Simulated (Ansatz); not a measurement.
**Ta₂Si: enthalpy under pressure, worked through**

All numbers below come from Ansatz 0.2.0, DFT PBEsol, scalar-relativistic, plane waves, PAW. Settings: 420 eV cutoff, 10×10×10 k-mesh, Gaussian smearing of 0.10 eV, no spin polarisation.

Reference structure (relaxed):

```xyz
6
Lattice="-3.0684 3.0684 2.5199 3.0684 -3.0684 2.5199 3.0684 3.0684 -2.5199" Properties=species:S:1:pos:R:3 pbc="T T T"
Ta    2.0677    1.0007    2.5199
Ta   -1.0007    2.0677    2.5199
Ta    1.0007    2.0677    0.0000
Ta    4.0691    1.0007    0.0000
Si    0.0000    0.0000    1.2599
Si    0.0000    0.0000    3.7798
```

Cell and atoms were relaxed at each target pressure within the start's symmetry (I4/mcm), at zero temperature; other phases can be more stable under pressure. H = E + PV with P the target; E is the free energy at the smearing used, whose derivative the pressure is, per atom and counted from zero pressure.

Spin–orbit coupling is left out, which can shift energies with elements as heavy as these.

| P (GPa) | V (Å³/atom) | E − E0 (meV) | H − H0 (meV) |
| --- | --- | --- | --- |
| 0 | 15.816 | 0.0 | 0.0 |
| 2 | 15.679 | 0.8 | 196.6 |
| 5 | 15.487 | 5.0 | 488.3 |
| 10 | 15.190 | 18.8 | 966.9 |
| 20 | 14.665 | 67.5 | 1898.1 |
| 40 | 13.821 | 223.1 | 3673.8 |

**Question.** Thermodynamics gives dH/dP = V along a relaxed path. Integrate V over P by the trapezoid rule and compare with the computed enthalpies.

**Answer.** With 1 eV/Å³ = 160.22 GPa, each step adds the mean volume times ΔP / 160.22:
| P (GPa) | ∫V dP (meV) | H − H0 (meV) | difference (meV) |
| --- | --- | --- | --- |
| 2 | 196.6 | 196.6 | 0.0 |
| 5 | 488.4 | 488.3 | 0.0 |
| 10 | 967.1 | 966.9 | 0.1 |
| 20 | 1898.7 | 1898.1 | 0.6 |
| 40 | 3676.7 | 3673.8 | 2.9 |

V(P) curves upward, so the trapezoid rule runs high; integrating a smooth curve through the same points puts that excess at about 3.1 meV at 40 GPa, against the 2.9 meV found.

**Question.** At 40 GPa, how much of the enthalpy change is stored energy and how much is the PV term?

**Answer.** E rises by 223 meV/atom and PV is 40 × 13.821 / 160.22 = 3451 meV/atom, so PV makes 94 % of ΔH. So between rival structures at high pressure a small difference in volume can outweigh the difference in energy: 1 % of this volume is worth 34.5 meV/atom at this pressure.

**Question.** What bulk modulus do the lowest pressures give?

**Answer.** From the pressures that the runs reached, -2.00 GPa (15.958 Å³) and 2.00 GPa (15.679 Å³), B = −ΔP/Δln V = 4.00 / 0.0176 = 228 GPa, a mean over that range.